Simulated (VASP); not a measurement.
# Mo (Im-3m) in VASP: notebook

The runs below take Mo through single point, with LDA.

All numbers are computed with VASP 6.6.1; they aren't measurements. Logs are shortened: lines on timing, memory, paths and dates and some standing lists are left out, and cuts for length are marked.

### 1 The undisturbed crystal

Symmetry: Im-3m, No. 229, cubic system. The conventional cell has a = 3.168 Å, b = 3.168 Å, c = 3.168 Å, α = 90.00°, β = 90.00°, γ = 90.00°. Mo (site symmetry m-3m) has 8 Mo at 2.74 Å as nearest neighbours.

### 2 Single point, LDA (grid = ENCUT=460 dk=0.35 cell=3x3x2 ISMEAR=1 SIGMA=0.1 LREAL=Auto EDIFF=1e-06)

Input file INCAR:

```
SYSTEM = Mo
ALGO = Fast
EDIFF = 1E-6
ENCUT = 460
ISIF = 2
ISMEAR = 1
LASPH = .TRUE.
LCHARG = .FALSE.
LREAL = Auto
LWAVE = .FALSE.
NBANDS = 136
NELM = 120
PREC = Accurate
SIGMA = 0.1
```

Input file KPOINTS:

```
k-points
0
G
  3 3 5
  0 0 0
```

Input file POSCAR:

```
Mo
1.0
   -4.7514269157      4.7514269157      4.7514269157
    4.7514269157     -4.7514269157      4.7514269157
    3.1676179438      3.1676179438     -3.1676179438
Mo
17
Direct
    0.0000000000      0.0000000000      0.5000000000
    0.0000000000      0.3333333333      0.0000000000
    0.0000000000      0.3333333333      0.5000000000
    0.0000000000      0.6666666667      0.0000000000
    0.0000000000      0.6666666667      0.5000000000
    0.3333333333      0.0000000000      0.0000000000
    0.3333333333      0.0000000000      0.5000000000
    0.3333333333      0.3333333333      0.0000000000
    0.3333333333      0.3333333333      0.5000000000
    0.3333333333      0.6666666667      0.0000000000
    0.3333333333      0.6666666667      0.5000000000
    0.6666666667      0.0000000000      0.0000000000
    0.6666666667      0.0000000000      0.5000000000
    0.6666666667      0.3333333333      0.0000000000
    0.6666666667      0.3333333333      0.5000000000
    0.6666666667      0.6666666667      0.0000000000
    0.6666666667      0.6666666667      0.5000000000
```

Potentials or basis: VASP PAW LDA potentials, release 64 (Mo_sv).

Command:

```
$ cat potpaw_LDA.64/Mo_sv/POTCAR > POTCAR
$ mpirun -np 1 vasp_std > vasp.out
```

OUTCAR:

```text
SYSTEM = Mo
   EDIFF = 1E-6
   ENCUT = 460
   ISIF = 2
   ISMEAR = 1
   LASPH = .TRUE.
   LREAL = Auto
   NELM = 120
   PREC = Accurate

 Found     16 irreducible k-points:

 Following reciprocal coordinates:
            Coordinates               Weight
  0.000000  0.000000  0.000000      1.000000
  0.333333  0.000000  0.000000      4.000000
  0.333333  0.333333  0.000000      2.000000
 -0.333333  0.333333  0.000000      2.000000
  0.000000  0.000000  0.200000      2.000000
  0.333333 -0.000000  0.200000      4.000000
   k-points           NKPTS =     16   k-points in BZ     NKDIM =     16   number of bands    NBANDS=    136
   number of dos      NEDOS =    301   number of ions     NIONS =     17
   total plane-waves  NPLWV = 144000
   dimension x,y,z NGX =    60 NGY =   60 NGZ =   40
   dimension x,y,z NGXF=   120 NGYF=  120 NGZF=   80
   ions per type =              17
   NGX,Y,Z   is equivalent  to a cutoff of  12.12, 12.12, 12.12 a.u.
   NGXF,Y,Z  is equivalent  to a cutoff of  24.24, 24.24, 24.24 a.u.
 SYSTEM =  Mo
   PREC   = accura    normal or accurate (medium, high low for compatibility)
   ISTART =      0    job   : 0-new  1-cont  2-samecut
   ICHARG =      2    charge: 1-file 2-atom 10-const
   ISPIN  =      1    spin polarized calculation?
   LNONCOLLINEAR =      F non collinear calculations
   LSORBIT =      F    spin-orbit coupling
   LASPH  =      T    aspherical Exc in radial PAW
   ENCUT  =  460.0 eV  33.81 Ry    5.81 a.u.  14.39 14.39  9.59*2*pi/ulx,y,z
   NELM   =    120;   NELMIN=  2; NELMDL= -5     # of ELM steps
   EDIFF  = 0.1E-05   stopping-criterion for ELM
   LREAL  =      T    real-space projection
   EDIFFG = 0.1E-04   stopping-criterion for IOM
   NSW    =      0    number of steps for IOM
   IBRION =     -1    ionic relax: 0-MD 1-quasi-New 2-CG
   NFREE  =      0    steps in history (QN), initial steepest desc. (CG)
   ISIF   =      2    stress and relaxation
   ISYM   =      2    0-nonsym 1-usesym 2-fastsym
   POTIM  = 0.5000    time-step for ionic-motion
   TEBEG  =    0.0;   TEEND  =   0.0 temperature during run
   PSTRESS=    0.0 pullay stress
   NELECT =     238.0000    total number of electrons
   NUPDOWN=      -1.0000    fix difference up-down
   EMIN   =  10.00;   EMAX   =-10.00  energy-range for DOS
   EFERMI =   0.00;   METHOD = LEGACY
   ISMEAR =     1;   SIGMA  =   0.10  broadening in eV -4-tet -1-fermi 0-gaus
   EFERMI_NEDOS =   21; number of points for ismear=-14 and -15
   IALGO  =     68    algorithm
   IMIX   =      4    mixing-type and parameters
     AMIX     =   0.40;   BMIX     =  1.00
     AMIX_MAG =   1.60;   BMIX_MAG =  1.00
  volume/ion in A,a.u.               =      16.83       113.55
  Fermi-wavevector in a.u.,A,eV,Ry     =   1.539762  2.909728 32.257592  2.370866
  Thomas-Fermi vector in A             =   2.645944
   LORBIT       =      0    0 simple, 1 ext, 2 COOP (PROOUT), +10 PAW based schemes
   GGA     = CA    functional components
   LHFCALC =     F    Hartree Fock is set to
   AEXX    =    0.0000 exact exchange contribution
   IVDW    =     0    specifies the selected vdW correction
   LEPSILON=     F    determine dielectric tensor
   LRPA    =     F    only Hartree local field effects (RPA)
 non-spin polarized calculation
 RMM-DIIS sequential band-by-band and
 Methfessel and Paxton  Order N= 1 SIGMA  =   0.10
  energy-cutoff  :      460.00
  volume of cell :      286.05
 maximum number of plane-waves:      6433
 NGX is ok and might be reduce to    60
   NGX = 29   NGY = 29   NGZ = 19

 number of electron     238.0000088 magnetization

 Free energy of the ion-electron system (eV)
  ---------------------------------------------------
  ext. energy  EPLUGINS =         0.00000000
  ---------------------------------------------------
  free energy    TOTEN  =      -202.05288094 eV

  energy without entropy =     -202.05452728  energy(sigma->0) =     -202.05342972

 E-fermi :  11.1386     XC(G=0): -13.1221

 val. band max:       11.1327153491   @ k =  -0.3333   0.3333   0.0000
 cond. band min:      11.1511022735   @ k =   0.3333  -0.0000   0.2000
 fundamental gap:      0.0183869244
 Fermi energy:        11.1386301932

 k-point     1 :       0.0000    0.0000    0.0000
  band No.  band energies     occupation
      1     -49.6775      2.00000
      2     -49.5769      2.00000
      3     -49.4901      2.00000
      4     -49.4816      2.00000
      5     -49.4715      2.00000
      6     -49.4591      2.00000
[... 123 lines left out ...]
    130      12.7972     -0.00000
    131      12.8004     -0.00000

 k-point     2 :       0.3333    0.0000    0.0000
  band No.  band energies     occupation
      1     -49.6560      2.00000
      2     -49.5994      2.00000
      3     -49.5060      2.00000
      4     -49.4905      2.00000
      5     -49.4822      2.00000
      6     -49.4799      2.00000
[... 123 lines left out ...]
    130      12.6845     -0.00000
    131      12.7176     -0.00000

 k-point     3 :       0.3333    0.3333    0.0000
  band No.  band energies     occupation
      1     -49.6273      2.00000
      2     -49.6261      2.00000
      3     -49.5305      2.00000
      4     -49.4920      2.00000
      5     -49.4758      2.00000
      6     -49.4647      2.00000
[... 123 lines left out ...]
    130      12.3002     -0.00000
    131      12.3887     -0.00000

 k-point     4 :      -0.3333    0.3333    0.0000
  band No.  band energies     occupation
      1     -49.6557      2.00000
      2     -49.5999      2.00000
      3     -49.5077      2.00000
      4     -49.4915      2.00000
      5     -49.4854      2.00000
      6     -49.4707      2.00000
[... 123 lines left out ...]
    130      12.5025     -0.00000
    131      12.6718     -0.00000

 k-point     5 :       0.0000    0.0000    0.2000
  band No.  band energies     occupation
      1     -49.6568      2.00000
      2     -49.5730      2.00000
      3     -49.5054      2.00000
      4     -49.4993      2.00000
      5     -49.4813      2.00000
      6     -49.4597      2.00000
[... 123 lines left out ...]
    130      12.6442     -0.00000
    131      12.7511     -0.00000

 k-point     6 :       0.3333   -0.0000    0.2000
  band No.  band energies     occupation
      1     -49.6280      2.00000
      2     -49.6033      2.00000
      3     -49.5150      2.00000
      4     -49.5023      2.00000
      5     -49.4923      2.00000
      6     -49.4674      2.00000
[... 123 lines left out ...]
    130      12.5130     -0.00000
    131      12.6656     -0.00000

 [... further k-points ...]

 [bands above 131 left out]

------------------------ aborting loop because EDIFF is reached ----------------------------------------

  FORCE on cell =-STRESS in cart. coord.  units (eV):
  Direction    XX          YY          ZZ          XY          YZ          ZX
  --------------------------------------------------------------------------------------
  -------------------------------------------------------------------------------------
  Total      -29.5998596    -29.5998596    -29.2797838     -0.4835749     -0.2150102     -0.2150104
  in kB     -165.7903850   -165.7903850   -163.9976234     -2.7085286     -1.2042835     -1.2042847
  external PRESSURE =    -165.1927978 kB  Pullay stress =       0.0000000 kB

 VOLUME and BASIS-vectors are now :
 -----------------------------------------------------------------------------
  energy-cutoff  :      460.00
  volume of cell :      286.05
      direct lattice vectors                 reciprocal lattice vectors
    -4.751426916  4.751426916  4.751426916     0.000000000  0.105231546  0.105231546
     4.751426916 -4.751426916  4.751426916     0.105231546  0.000000000  0.105231546
     3.167617944  3.167617944 -3.167617944     0.157847319  0.157847319  0.000000000

 POSITION                                       TOTAL-FORCE (eV/Angst)
 -----------------------------------------------------------------------------------
      1.58381      1.58381     -1.58381         0.000000     -0.000000      0.000000
      1.58381     -1.58381      1.58381         0.081835     -0.039930      0.110696
      3.16762      0.00000     -0.00000        -0.413027      0.060634     -0.038122
      3.16762     -3.16762      3.16762        -0.081835      0.039930     -0.110696
      4.75143     -1.58381      1.58381         0.413027     -0.060634      0.038122
     -1.58381      1.58381      1.58381        -0.039930      0.081835      0.110696
[... 9 lines left out ...]
      0.00000      0.00000      6.33524        -0.026976     -0.026976      0.218895
      1.58381      1.58381      4.75143         0.001687      0.001687      0.096879
 -----------------------------------------------------------------------------------
    total drift:                                0.000000     -0.000000      0.000000

  FREE ENERGIE OF THE ION-ELECTRON SYSTEM (eV)
  ---------------------------------------------------
  free  energy   TOTEN  =      -202.0528809436 eV

  energy  without entropy=     -202.0545272820  energy(sigma->0) =     -202.05342972
```

Run time: 10 min. Hardware: 1 thread of Intel Xeon 6975P-C (Granite Rapids), shared host; peak memory 0.46 GiB.

The run converged, but some of its settings lie outside the range that counts as converged, so its numbers aren't taken as properties of the crystal.

Results:

```yaml
Free_energy: -202.0529 eV
Pressure: -16.5 GPa
Largest_force: 0.419 eV/Å
Band_gap_on_the_k_mesh: none (metal or under the smearing width)
```

### 3 Single point, LDA (grid = ENCUT=520 dk=0.35 cell=3x3x2 ISMEAR=1 SIGMA=0.1 LREAL=Auto EDIFF=1e-06)

Changes to INCAR since step 2:

```diff
@@ -3,3 +3,3 @@
 EDIFF = 1E-6
-ENCUT = 460
+ENCUT = 520
 ISIF = 2
```

KPOINTS is that of step 2.

POSCAR is that of step 2.

Potentials or basis: VASP PAW LDA potentials, release 64 (Mo_sv).

Command:

```
$ cat potpaw_LDA.64/Mo_sv/POTCAR > POTCAR
$ mpirun -np 1 vasp_std > vasp.out
```

It took 20 min on 1 thread of Intel Xeon 6975P-C (Granite Rapids), shared host; peak memory 0.54 GiB.

These settings aren't checked as converged: the numbers below hold their error.

What came out:

```yaml
Free_energy: -202.0487 eV
Pressure: -16.4 GPa
Largest_force: 0.419 eV/Å
Band_gap_on_the_k_mesh: none (metal or under the smearing width)
```
